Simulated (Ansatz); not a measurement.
`BC(=C)S[SiH2]F` + `CC(=O)O` → `CC(=O)O[SiH2]F` + `BC(=C)S`  (ligand exchange at the Si–S bond)

Computed with Ansatz on PBE0-D4/def2-TZVP structures; ΔE is electronic, products minus reactants. CCSD(T)/CBS adds triple-zeta CCSD(T) − MP2 to the extrapolated MP2 energy (def2 sets, frozen cores). Functionals use def2-TZVPP. B3LYP here is the variant with VWN-RPA as its local correlation; programs differ in this. Each species was taken in one conformer, which may not be the lowest.

```
   level  ΔE (eV)
B3LYP-D4    -0.37
   B3LYP    -0.41
```

(1) What does CCSD(T)/CBS give? (Best estimate.)

Largest T1 diagnostic among the species: 0.015.

Answers

(1) Ansatz gave: -0.39 eV. The listed levels differ from it by 0.02, -0.02 eV.

In def2-TZVPP, CCSD(T) changes the Hartree–Fock value by +0.12 eV (the triples alone add +0.03 eV) and MP2 by +0.16 eV. From PBE to PBE0 (25 % exact exchange), in def2-TZVPP and without D4, ΔE moves by −0.04 eV.

CCSD(T)/CBS has its own doubt, a few kJ/mol and more with outer-core shells, so smaller differences from it don't rank the levels.
